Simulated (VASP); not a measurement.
Wanted: the native input for a VASP 6.6.1 run.

```
Task                   : relaxation of cell and atoms
Functional             : PBEsol
Potentials or basis    : VASP PAW PBE potentials, release 64 (La, O)
Cutoff                 : 600 eV
k mesh                 : 9 × 9 × 5
Occupations            : gaussian, width 0.03 eV
Spin                   : no spin polarisation
Further INCAR settings : ALGO = Normal; EDIFF = 1e-06; IBRION = 2; EDIFFG = -0.01; NSW = 90; ISIF = 3
```

The structure of La2O3 lies in POSCAR:

```
La2O3
1.0
    3.9307778780      0.0000000000      0.0000000000
   -1.9653889390      3.4041534990      0.0000000000
    0.0000000000      0.0000000000      6.1119535200
La O
2 3
Direct
    0.6666666700      0.3333333300      0.7537643200
    0.3333333300      0.6666666700      0.2462356800
    0.6666666700      0.3333333300      0.3541093500
    0.3333333300      0.6666666700      0.6458906500
    0.0000000000      0.0000000000      0.0000000000
```

The cell is a database's computed one.

One way to write it, as run:

INCAR

```
PREC     = Accurate       # precision mode
ENCUT    = 600            # plane-wave cutoff, eV
EDIFF    = 1E-6           # SCF threshold, eV
ISMEAR   = 0              # smearing method
SIGMA    = 0.03           # smearing width, eV
LREAL    = F              # projectors in reciprocal space
LASPH    = T              # aspherical terms in the spheres
NELM     = 80             # most SCF steps
ALGO     = Normal         # electronic algorithm
ISIF     = 3              # what is computed and relaxed
LWAVE    = F              # write WAVECAR
LCHARG   = F              # write CHGCAR
GGA      = PS             # functional
IBRION   = 2              # ionic algorithm
NSW      = 90             # ionic steps
EDIFFG   = -0.01          # ionic threshold
```

KPOINTS

```
regular mesh
0
Gamma
  9 9 5
```

Potentials or basis: VASP PAW PBE potentials, release 64 (La, O).

Run with:

```bash
$ cat potpaw_PBE.64/La/POTCAR potpaw_PBE.64/O/POTCAR > POTCAR
$ mpirun -np 1 vasp_std > vasp.out
```

Results of the run:

- Relaxed volume: 15.93 Å³/atom
- Relaxed cell: a = 3.904 Å, b = 3.904 Å, c = 6.033 Å, α = 90.00°, β = 90.00°, γ = 120.00°
- Space group after relaxing (to 0.05 Å): P-3m1 (No. 164)
- Energy gained by relaxing: 4.4 meV/atom
- Ionic steps: 10
- Pressure after relaxing: 0.0 GPa
- Largest force after relaxing: 0.006 eV/Å
- Band gap on the k mesh: 3.83 eV, indirect (least direct gap 3.87 eV)

Caveat: the PAW data sets were made with another functional, which shifts forces and pressure a little; spin-orbit coupling is left out, which moves the levels of the heavy elements; an odd mesh through Γ misses points on the zone boundary, where band edges often lie.

It took 8 min on 1 thread of AMD EPYC 9R45 96-Core Processor (Zen 5) (shared host), peak memory 0.28 GiB.
